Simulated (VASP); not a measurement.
# SnSe (Pm-3m) in VASP: further runs

One crystal, SnSe, is run at these levels: PBEsol; tasks: relaxation of the atoms.

All numbers are computed with VASP 6.6.1; they aren't measurements. Logs are shortened: lines on timing, memory, paths and dates and some standing lists are left out, and cuts for length are marked.

**1. The undisturbed crystal**

The structure is cubic, space group Pm-3m (No. 221). The conventional cell has a = 3.182 Å, b = 3.182 Å, c = 3.182 Å, α = 90.00°, β = 90.00°, γ = 90.00°. Around Sn (site symmetry m-3m) lie 8 Se at 2.76 Å. Se (site symmetry m-3m) is surrounded by 8 Sn at 2.76 Å.

Measurements of this composition are mostly on another form, of space group No. 62.

**2. Relaxation of the atoms, PBEsol (a relaxed cell with its volume scaled by 1.04)**

Contents of INCAR:

```
SYSTEM = SnSe
ALGO = Fast ; EDIFF = 1E-7
EDIFFG = -0.01 ; ENCUT = 600
GGA = PS ; IBRION = 2
ISIF = 2 ; ISMEAR = 0
LASPH = .True. ; LCHARG = .False.
LREAL = .False. ; LWAVE = .False.
NELM = 80 ; NSW = 40
PREC = Accurate ; SIGMA = 0.03
```

Contents of KPOINTS:

```
k-points
0
Gamma
  8 8 8
  0 0 0
```

Contents of POSCAR:

```
SnSe                                    
1.0
    3.6543042290      0.0000000000      0.0000000000
    0.0000000000      3.6543042290      0.0000000000
    0.0000000000      0.0000000000      3.6543042290
  Sn              Se            
     1     1
Direct
     0.5000000000000000    0.5000000000000000    0.5000000000000000
     0.0000000000000000    0.0000000000000000    0.0000000000000000
```

Potentials or basis: VASP PAW PBE potentials, release 64 (Sn_d, Se).

On the command line:

```
cat potpaw_PBE.64/Sn_d/POTCAR potpaw_PBE.64/Se/POTCAR > POTCAR
mpirun -np 1 vasp_std > vasp.out
```

OUTCAR:

```text
SYSTEM = SnSe
   EDIFF = 1E-7
   EDIFFG = -0.01
   ENCUT = 600
   GGA = PS
   IBRION = 2
   ISIF = 2
   ISMEAR = 0
   LASPH = .True.
   LREAL = .False.
   NELM = 80
   NSW = 40
   PREC = Accurate

 ion  position               nearest neighbor table
   1  0.500  0.500  0.500-   2 3.16   2 3.16   2 3.16   2 3.16   2 3.16   2 3.16   2 3.16   2 3.16

   2  0.000  0.000  0.000-   1 3.16   1 3.16   1 3.16   1 3.16   1 3.16   1 3.16   1 3.16   1 3.16

  LATTYP: Found a simple cubic cell.
 ALAT       =     3.6543042290

  Lattice vectors:

 A1 = (   3.6543042290,   0.0000000000,   0.0000000000)
 A2 = (   0.0000000000,   3.6543042290,   0.0000000000)
 A3 = (   0.0000000000,   0.0000000000,   3.6543042290)

Analysis of symmetry for initial positions (statically):
=====================================================================
 Subroutine PRICEL returns:
 Original cell was already a primitive cell.

 Routine SETGRP: Setting up the symmetry group for a
 simple cubic supercell.

 Subroutine GETGRP returns: Found 48 space group operations
 (whereof 48 operations were pure point group operations)
 out of a pool of 48 trial point group operations.

The static configuration has the point symmetry O_h .

Analysis of symmetry for dynamics (positions and initial velocities):
=====================================================================
 Subroutine PRICEL returns:
 Original cell was already a primitive cell.

 Routine SETGRP: Setting up the symmetry group for a
 simple cubic supercell.

 Subroutine GETGRP returns: Found 48 space group operations
 (whereof 48 operations were pure point group operations)
 out of a pool of 48 trial point group operations.

The dynamic configuration has the point symmetry O_h .

 Subroutine INISYM returns: Found 48 space group operations
 (whereof 48 operations are pure point group operations),
 and found     1 'primitive' translations

----------------------------------------------------------------------------------------

                                     Primitive cell

  volume of cell :      48.7994

  direct lattice vectors                    reciprocal lattice vectors
     3.654304229  0.000000000  0.000000000     0.273649904  0.000000000  0.000000000
     0.000000000  3.654304229  0.000000000     0.000000000  0.273649904  0.000000000
     0.000000000  0.000000000  3.654304229     0.000000000  0.000000000  0.273649904

  length of vectors
     3.654304229  3.654304229  3.654304229     0.273649904  0.273649904  0.273649904

  position of ions in fractional coordinates (direct lattice)
     0.500000000  0.500000000  0.500000000
     0.000000000  0.000000000  0.000000000

  ion indices of the primitive-cell ions
   primitive index   ion index
                 1           1
                 2           2

----------------------------------------------------------------------------------------

 KPOINTS: k-points

Automatic generation of k-mesh.
 Grid dimensions read from file:
 generate k-points for:    8    8    8

 Generating k-lattice:

  Cartesian coordinates                     Fractional coordinates (reciprocal lattice)
     0.034206238  0.000000000  0.000000000     0.125000000  0.000000000  0.000000000
     0.000000000  0.034206238  0.000000000     0.000000000  0.125000000  0.000000000
     0.000000000  0.000000000  0.034206238     0.000000000  0.000000000  0.125000000

  Length of vectors
     0.034206238  0.034206238  0.034206238

  Shift w.r.t. Gamma in fractional coordinates (k-lattice)
     0.000000000  0.000000000  0.000000000

 Subroutine IBZKPT returns following result:
 ===========================================

 Found     35 irreducible k-points:

 Following reciprocal coordinates:
            Coordinates               Weight
  0.000000  0.000000  0.000000      1.000000
  0.125000  0.000000  0.000000      6.000000
  0.250000  0.000000  0.000000      6.000000
  0.375000  0.000000  0.000000      6.000000
  0.500000  0.000000  0.000000      3.000000
  0.125000  0.125000  0.000000     12.000000
[... 16 lines left out ...]
  0.375000  0.375000  0.125000     24.000000
  0.500000  0.375000  0.125000     24.000000
 [... further k-points ...]
   k-points           NKPTS =     35   k-points in BZ     NKDIM =     35   number of bands    NBANDS=     14
   number of dos      NEDOS =    301   number of ions     NIONS =      2
   total plane-waves  NPLWV =  27000
   dimension x,y,z NGX =    30 NGY =   30 NGZ =   30
   dimension x,y,z NGXF=    60 NGYF=   60 NGZF=   60
   ions per type =               1   1
   NGX,Y,Z   is equivalent  to a cutoff of  13.65, 13.65, 13.65 a.u.
   NGXF,Y,Z  is equivalent  to a cutoff of  27.30, 27.30, 27.30 a.u.
 SYSTEM =  SnSe
   PREC   = accura    normal or accurate (medium, high low for compatibility)
   ISTART =      0    job   : 0-new  1-cont  2-samecut
   ICHARG =      2    charge: 1-file 2-atom 10-const
   ISPIN  =      1    spin polarized calculation?
   LNONCOLLINEAR =      F non collinear calculations
   LSORBIT =      F    spin-orbit coupling
   LASPH  =      T    aspherical Exc in radial PAW
   ENCUT  =  600.0 eV  44.10 Ry    6.64 a.u.   7.30  7.30  7.30*2*pi/ulx,y,z
   NELM   =     80;   NELMIN=  2; NELMDL= -5     # of ELM steps
   EDIFF  = 0.1E-06   stopping-criterion for ELM
   LREAL  =      F    real-space projection
   EDIFFG = -.1E-01   stopping-criterion for IOM
   NSW    =     40    number of steps for IOM
   IBRION =      2    ionic relax: 0-MD 1-quasi-New 2-CG
   NFREE  =      1    steps in history (QN), initial steepest desc. (CG)
   ISIF   =      2    stress and relaxation
   ISYM   =      2    0-nonsym 1-usesym 2-fastsym
   POTIM  = 0.5000    time-step for ionic-motion
   TEBEG  =    0.0;   TEEND  =   0.0 temperature during run
   PSTRESS=    0.0 pullay stress
   NELECT =      20.0000    total number of electrons
   NUPDOWN=      -1.0000    fix difference up-down
   EMIN   =  10.00;   EMAX   =-10.00  energy-range for DOS
   EFERMI =   0.00;   METHOD = LEGACY
   ISMEAR =     0;   SIGMA  =   0.03  broadening in eV -4-tet -1-fermi 0-gaus
   EFERMI_NEDOS =   21; number of points for ismear=-14 and -15
   IALGO  =     68    algorithm
   IMIX   =      4    mixing-type and parameters
     AMIX     =   0.40;   BMIX     =  1.00
     AMIX_MAG =   1.60;   BMIX_MAG =  1.00
  volume/ion in A,a.u.               =      24.40       164.66
  Fermi-wavevector in a.u.,A,eV,Ry     =   1.216037  2.297977 20.119561  1.478746
  Thomas-Fermi vector in A             =   2.351404
   LORBIT       =      0    0 simple, 1 ext, 2 COOP (PROOUT), +10 PAW based schemes
   GGA     = PS    functional components
   LHFCALC =     F    Hartree Fock is set to
   AEXX    =    0.0000 exact exchange contribution
   IVDW    =     0    specifies the selected vdW correction
   LEPSILON=     F    determine dielectric tensor
   LRPA    =     F    only Hartree local field effects (RPA)
 conjugate gradient relaxation of ions
 non-spin polarized calculation
 RMM-DIIS sequential band-by-band and
 Gauss-broadening in eV      SIGMA  =   0.03
  energy-cutoff  :      600.00
  volume of cell :       48.80
 maximum number of plane-waves:      1654
 NGX is ok and might be reduce to    30
   NGX = 15   NGY = 15   NGZ = 15

 number of electron      19.9999998 magnetization

 Free energy of the ion-electron system (eV)
  ---------------------------------------------------
  ext. energy  EPLUGINS =         0.00000000
  ---------------------------------------------------
  free energy    TOTEN  =        -8.53784312 eV

  energy without entropy =       -8.53708455  energy(sigma->0) =       -8.53746384

 E-fermi :   6.2767     XC(G=0): -10.4210

 val. band max:        6.2699809060   @ k =   0.3750   0.1250   0.0000
 cond. band min:       6.3428939955   @ k =   0.3750   0.3750   0.3750
 fundamental gap:      0.0729130895
 Fermi energy:         6.2767065661

 k-point     1 :       0.0000    0.0000    0.0000
  band No.  band energies     occupation
      1     -15.1717      2.00000
      2     -15.1717      2.00000
      3     -15.0915      2.00000
      4     -15.0915      2.00000
      5     -15.0915      2.00000
      6      -7.5063      2.00000
      7       0.5721      2.00000
      8       4.3978      2.00000
      9       4.3978      2.00000
     10       4.3978      2.00000
     11      10.5988      0.00000
     12      10.5988      0.00000
     13      12.4598      0.00000
     14      12.4598      0.00000

 k-point     2 :       0.1250    0.0000    0.0000
  band No.  band energies     occupation
      1     -15.1712      2.00000
      2     -15.1623      2.00000
      3     -15.0946      2.00000
      4     -15.0946      2.00000
      5     -15.0912      2.00000
      6      -7.3889      2.00000
      7       0.1697      2.00000
      8       4.4079      2.00000
      9       4.5384      2.00000
     10       4.5384      2.00000
     11      10.7507      0.00000
     12      10.7838      0.00000
     13      12.0182      0.00000
     14      12.0182      0.00000

 k-point     3 :       0.2500    0.0000    0.0000
  band No.  band energies     occupation
      1     -15.1701      2.00000
      2     -15.1395      2.00000
      3     -15.1022      2.00000
      4     -15.1022      2.00000
      5     -15.0905      2.00000
      6      -7.0672      2.00000
      7      -0.7904      2.00000
      8       4.6813      2.00000
      9       4.9293      2.00000
     10       4.9293      2.00000
     11       9.5205      0.00000
     12      10.9696      0.00000
     13      10.9696      0.00000
     14      11.2100      0.00000

 k-point     4 :       0.3750    0.0000    0.0000
  band No.  band energies     occupation
      1     -15.1690      2.00000
      2     -15.1167      2.00000
      3     -15.1098      2.00000
      4     -15.1098      2.00000
      5     -15.0899      2.00000
      6      -6.6633      2.00000
      7      -1.7569      2.00000
      8       5.3582      2.00000
      9       5.4399      2.00000
     10       5.4399      2.00000
     11       7.9201      0.00000
     12       9.8900      0.00000
     13       9.8900      0.00000
     14      11.9513      0.00000

 k-point     5 :       0.5000    0.0000    0.0000
  band No.  band energies     occupation
      1     -15.1685      2.00000
      2     -15.1129      2.00000
      3     -15.1129      2.00000
      4     -15.1073      2.00000
      5     -15.0896      2.00000
      6      -6.4560      2.00000
      7      -2.1777      2.00000
      8       5.7184      2.00000
      9       5.7184      2.00000
     10       6.1705      2.00000
     11       6.7777      0.00000
[... 276 lines left out ...]
 k-point    22 :       0.5000    0.2500    0.1250
  band No.  band energies     occupation
      1     -15.1393      2.00000
      2     -15.1294      2.00000
      3     -15.1155      2.00000
      4     -15.1029      2.00000
      5     -15.0917      2.00000
      6      -6.0531      2.00000
      7      -1.3128      2.00000
      8       2.7571      2.00000
      9       4.1036      2.00000
     10       5.1426      2.00000
     11       8.0093      0.00000
     12       9.1460      0.00000
     13      11.2674      0.00000
     14      14.2983      0.00000

 k-point    23 :       0.3750    0.3750    0.1250
  band No.  band energies     occupation
      1     -15.1366      2.00000
      2     -15.1316      2.00000
      3     -15.1112      2.00000
      4     -15.1106      2.00000
      5     -15.0849      2.00000
      6      -5.9327      2.00000
      7      -0.6361      2.00000
      8       1.6830      2.00000
      9       3.3831      2.00000
     10       5.1936      2.00000
     11       8.4835      0.00000
     12       9.6545      0.00000
     13      10.4709      0.00000
     14      14.1737      0.00000

 k-point    24 :       0.5000    0.3750    0.1250
  band No.  band energies     occupation
      1     -15.1412      2.00000
      2     -15.1294      2.00000
      3     -15.1139      2.00000
      4     -15.1103      2.00000
      5     -15.0770      2.00000
      6      -5.7981      2.00000
      7      -0.4738      2.00000
      8       1.7471      2.00000
      9       2.4614      2.00000
     10       5.4071      2.00000
     11       8.5993      0.00000
     12       9.4177      0.00000
     13      10.6286      0.00000
     14      13.8267      0.00000

 [... further k-points ...]

------------------------ aborting loop because EDIFF is reached ----------------------------------------

  FORCE on cell =-STRESS in cart. coord.  units (eV):
  Direction    XX          YY          ZZ          XY          YZ          ZX
  --------------------------------------------------------------------------------------
  -------------------------------------------------------------------------------------
  Total       -0.5338696     -0.5338696     -0.5338696      0.0000000      0.0000000     -0.0000000
  in kB      -17.5279729    -17.5279729    -17.5279729      0.0000000      0.0000000     -0.0000000
  external PRESSURE =     -17.5279729 kB  Pullay stress =       0.0000000 kB

 VOLUME and BASIS-vectors are now :
 -----------------------------------------------------------------------------
  energy-cutoff  :      600.00
  volume of cell :       48.80
      direct lattice vectors                 reciprocal lattice vectors
     3.654304229  0.000000000  0.000000000     0.273649904  0.000000000  0.000000000
     0.000000000  3.654304229  0.000000000     0.000000000  0.273649904  0.000000000
     0.000000000  0.000000000  3.654304229     0.000000000  0.000000000  0.273649904

 POSITION                                       TOTAL-FORCE (eV/Angst)
 -----------------------------------------------------------------------------------
      1.82715      1.82715      1.82715         0.000000      0.000000      0.000000
      0.00000      0.00000      0.00000         0.000000      0.000000      0.000000
 -----------------------------------------------------------------------------------
    total drift:                                0.000000      0.000000      0.000000

  FREE ENERGIE OF THE ION-ELECTRON SYSTEM (eV)
  ---------------------------------------------------
  free  energy   TOTEN  =        -8.5378431233 eV

  energy  without entropy=       -8.5370845534  energy(sigma->0) =       -8.53746384

 reached required accuracy - stopping structural energy minimisation
```

Run time: 23 s. Hardware: 1 thread of Intel Xeon Platinum 8488C (Sapphire Rapids), shared host; peak memory 0.18 GiB.

Results:

```yaml
Free_energy: -8.5378 eV
Pressure_after_relaxing: -1.8 GPa
Band_gap_on_the_k_mesh: none (metal or under the smearing width)
```

Final structure:
```xyz
2
Lattice="3.6543 0.0000 0.0000 0.0000 3.6543 0.0000 0.0000 0.0000 3.6543" Properties=species:S:1:pos:R:3 pbc="T T T"
Sn    1.8272    1.8272    1.8272
Se    0.0000    0.0000    0.0000
```

Levels at points of the mesh, in eV from the Fermi level:
```tsv
k point	band 7	band 8	band 9	band 10	band 11	band 12	band 13	band 14
(0.00, 0.00, 0.00)	-5.70	-1.88	-1.88	-1.88	4.32	4.32	6.18	6.18
(0.50, 0.00, 0.00)	-8.45	-0.56	-0.56	-0.11	0.50	3.12	3.12	6.32
(0.50, 0.50, 0.00)	-6.11	-5.09	-5.09	-0.13	4.16	4.16	4.82	6.47
(0.50, 0.50, 0.50)	-4.47	-3.04	-3.04	-3.04	-1.16	-1.16	-1.16	14.17
```

Caveat: the relaxation stopped at its first step, so nothing moved; the PAW data sets were made with another functional, which shifts forces and pressure a little.

[end of part 1 of 2]
